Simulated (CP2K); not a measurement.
BaTiO3:

```
Ba Ti O
1.0
     3.80317    0.00000    0.00000
     0.04607    4.13026    0.00000
     0.23214    0.12224    7.97025
Ba Ti O
2 2 6
Direct
  0.04486 0.90917 0.49511
  0.00815 0.92181 0.02441
  0.45719 0.52057 0.20539
  0.50232 0.47064 0.76225
  0.48144 0.03993 0.24039
  0.45629 0.07298 0.69357
  0.53803 0.54059 0.44980
  0.52906 0.55800 0.03050
  0.98202 0.45740 0.26038
  0.00064 0.50892 0.83819
```

The cell isn't the ideal one: all atoms moved at random.

Base run:

| Property | Result |
| --- | --- |
| Program | CP2K 2026.2 |
| Functional | optB88-vdW |
| Potentials or basis | POTENTIAL_UZH Ba GTH-PBE-q10, Ti GTH-PBE-q12, O GTH-PBE-q6; DZVP-MOLOPT-PBE-GTH basis |
| Density cutoff | 11565 eV |
| k mesh | 6 × 5 × 3 |
| Occupations | fermi-dirac, width 0.05 eV |
| Spin | no spin polarisation |

Its results: band gap on the k mesh 0.64 eV, indirect (least direct gap 0.76 eV); pressure 41.2 GPa; largest force 28.504 eV/Å.

Problem. The run is repeated on the same cell with these changes: functional from optB88-vdW to r2SCAN. What comes out?

Solution. Band gap on the k mesh 0.81 eV, indirect (least direct gap 0.93 eV); pressure 39.8 GPa; largest force 29.144 eV/Å.

Caveats: the potentials were made for another functional, which shifts forces and pressure; spin-orbit coupling is left out, which moves the levels of the heavy elements; an odd mesh through Γ misses points on the zone boundary, where band edges often lie; the basis of atomic orbitals isn't converged, which shifts pressures, moduli and gaps.
